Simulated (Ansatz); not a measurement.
Spin–orbit splittings in Y

```
Y
1.0
     0.00000    2.48500    2.48500
     2.48500    0.00000    2.48500
     2.48500    2.48500    0.00000
Y
1
Direct
  0.00000 0.00000 0.00000
```

The cell is COD entry 1534898, as deposited and not checked against the literature; nothing was relaxed.

All numbers are computed: DFT, PBE, all-electron LAPW, scalar-relativistic (Ansatz 0.2.0); DFT, PBE, all-electron LAPW, Dirac equation with spin-orbit coupling (Ansatz 0.2.0).

Numerical set-up: a Γ-centred 14×14×14 k mesh, Fermi–Dirac smearing of 0.03 eV, basis error target 1 meV/atom, no spin polarisation.

Levels between -8 and 2 eV, each run counted from its own valence-band top where it has a gap, else its Fermi level. Scalar levels are listed once for both spins; with the coupling every spinor state is counted. Levels near the edges of the range can cross them.

Problem. At Γ (0.000, 0.000, 0.000) the scalar-relativistic levels are -4.81, 1.84 (×3). What are they with spin–orbit coupling?

Solution. -4.81 (×2), 1.82 (×4), 1.88 (×2).

Problem. At W (0.500, 0.250, 0.750) the scalar-relativistic levels are -0.84, 0.27 (×2). What are they with spin–orbit coupling?

Solution. -0.84 (×2), 0.24 (×2), 0.31 (×2).

Problem. At U (0.625, 0.250, 0.625) the scalar-relativistic levels are -1.09, -0.52, 1.15. What are they with spin–orbit coupling?

Solution. -1.09 (×2), -0.52 (×2), 1.15 (×2).
